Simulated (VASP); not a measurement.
Set up this calculation in VASP 6.6.1, as the native input.

| Property | Result |
| --- | --- |
| Task | single point |
| Functional | PBEsol |
| Potentials or basis | VASP PAW PBE potentials, release 64 (Ga_d, N) |
| Cutoff | 520 eV |
| k mesh | 14 × 14 × 14 |
| Occupations | gaussian, width 0.03 eV |
| Spin | no spin polarisation |
| Dipole correction | no |
| Further INCAR settings | ALGO = Normal; EDIFF = 1e-07; NBANDS = 16 |

The structure of GaN lies in POSCAR:

```
GaN
1.0
    0.0000000000      2.1992920500      2.1352350000
    2.1352350000      0.0000000000      2.1352350000
    2.1352350000      2.1992920500      0.0000000000
Ga N
1 1
Direct
    0.0000000000      0.0000000000      0.0000000000
    0.5000000000      0.5000000000      0.5000000000
```

Measurements of this composition are mostly on another form, of space group No. 186.

The cell isn't the ideal one: strain +0.0300 x Voigt [0, 1, 0, 0, 0, 0], atoms carried along.

These files were run (other wordings do the same):

INCAR

```
SYSTEM = GaN
ALGO = Normal ; EDIFF = 1E-7
ENCUT = 520 ; GGA = PS
ISIF = 2 ; ISMEAR = 0
LASPH = .True. ; LCHARG = .True.
LELF = .True. ; LREAL = .False.
LVHAR = .True. ; LWAVE = .False.
NBANDS = 16 ; NELM = 100
PREC = Accurate ; SIGMA = 0.03
```

KPOINTS

```
k-points
0
Gamma
  14 14 14
  0 0 0
```

Potentials or basis: VASP PAW PBE potentials, release 64 (Ga_d, N).

The run is started by

```bash
$ cat potpaw_PBE.64/Ga_d/POTCAR potpaw_PBE.64/N/POTCAR > POTCAR
$ mpirun -np 1 vasp_std > vasp.out
```

Results of the run:

```
Pressure               : -12.4 GPa
Band gap on the k mesh : 0.04 eV, indirect (least direct gap 1.86 eV)
```

Caveat: the PAW data sets were made with another functional, which shifts forces and pressure a little.

Wall time 47 s on 1 thread of AMD EPYC 9R45 (Zen 5) (shared host), peak memory 0.17 GiB.
